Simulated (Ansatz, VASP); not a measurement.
One calculation of Al, two programs

```xyz
8
Lattice="2.8543 0.0000 0.0000 -1.4272 2.4719 0.0000 0.0000 0.0000 30.4206" Properties=species:S:1:pos:R:3 pbc="T T T"
Al    0.0000    1.6479    7.0000
Al    0.0000    0.0000    9.3458
Al    1.4272    0.8240   11.6916
Al    0.0000    0.0000   14.0374
Al    0.0000    1.6479   16.3643
Al    0.0000    0.0000   18.7222
Al    1.4272    0.8240   21.0804
Al    0.0000    0.0000   23.4761
```

Alike in both runs: functional PBE; k mesh 12 × 12 × 1; occupations gaussian, width 0.1 eV; no spin polarisation.

Ansatz relaxed the structure, and its values are those at the end. VASP's run is a single point on that final structure, the one shown.

|  | VASP | Ansatz |
| --- | --- | --- |
| version | VASP 6.6.1 | Ansatz 0.2.0 |
| potentials or method | VASP PAW PBE potentials, release 64 (Al) | scalar-relativistic, plane waves, PAW |
| plane-wave cutoff (eV) | 520 | 420 |
| valence electrons in the cell | 24 | 24 |

|  | VASP | Ansatz | Ansatz less VASP |
| --- | --- | --- | --- |
| gap on the k mesh at the Fermi level (eV) | none | none | - |
| rms of the force components (eV/Å) | 0.010 | 0.010 | +0.0003 |
| work function, face that differs most (eV) | 4.13 | 4.13 | -0.002 |

A gap of «none» marks a metal or a gap that the smearing closes.
